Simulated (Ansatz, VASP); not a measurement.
This is a calculation of SiC (Moissanite 3C) for Ansatz 0.2.0.

File input.yaml:

```yaml
crystal:
  lattice:
    - [0.0, 2.179, 2.179]
    - [2.179, 0.0, 2.179]
    - [2.179, 2.179, 0.0]
  atoms:
    - { symbol: Si, position: [0.0, 0.0, 0.0] }
    - { symbol: C, position: [0.75, 0.75, 0.75] }
hamiltonian:
  xc: pbe
  pseudopotentials: { kind: paw }
kpoints:
  mp_grid: { grid: [10, 10, 10] }
scf:
  occupations: { method: gaussian, width: 0.028 }
output:
  forces: true
  stress: true
  eigenvalues: true
```

Potentials or basis: Ansatz PAW.

Launch:

```sh
$ ansatz run input.yaml --threads 2 --pin off --max-ram 5632MiB --backend cpu --events-out ev --progress --plain --runs-dir out
```

Set up the same calculation for VASP 6.6.1. Potentials there: VASP PAW PBE potentials, release 64 (Si, C).

As run (the cutoff follows the program's own potentials):

Contents of INCAR:

```
SYSTEM = SiC
  ALGO = Normal
  EDIFF = 1E-6
  ENCUT = 520
  GGA = PE
  ISIF = 2
  ISMEAR = 0
  LASPH = .TRUE.
  LCHARG = .FALSE.
  LREAL = .FALSE.
  LWAVE = .FALSE.
  NBANDS = 11
  NELM = 80
  PREC = Accurate
  SIGMA = 0.028000000000000004
```

Contents of KPOINTS:

```
k-points
0
G
  10 10 10
  0 0 0
```

Contents of POSCAR:

```
SiC
1.0
    0.0000000000      2.1790000000      2.1790000000
    2.1790000000      0.0000000000      2.1790000000
    2.1790000000      2.1790000000      0.0000000000
Si C
1 1
Direct
    0.0000000000      0.0000000000      0.0000000000
    0.7500000000      0.7500000000      0.7500000000
```

Potentials or basis: VASP PAW PBE potentials, release 64 (Si, C).

Command:

```console
$ cat potpaw_PBE.64/Si/POTCAR potpaw_PBE.64/C/POTCAR > POTCAR
$ mpirun -np 1 vasp_std > vasp.out
```

Both were run:

|  | VASP | Ansatz | Ansatz less VASP |
| --- | --- | --- | --- |
| gap on the k mesh at the Fermi level (eV) | 1.36 | 1.36 | +0.003 |
| least direct gap on the mesh (eV) | 4.54 | 4.55 | +0.004 |
| pressure (GPa) | 3.2 | 3.3 | +0.06 |

A k mesh can miss the band edges.
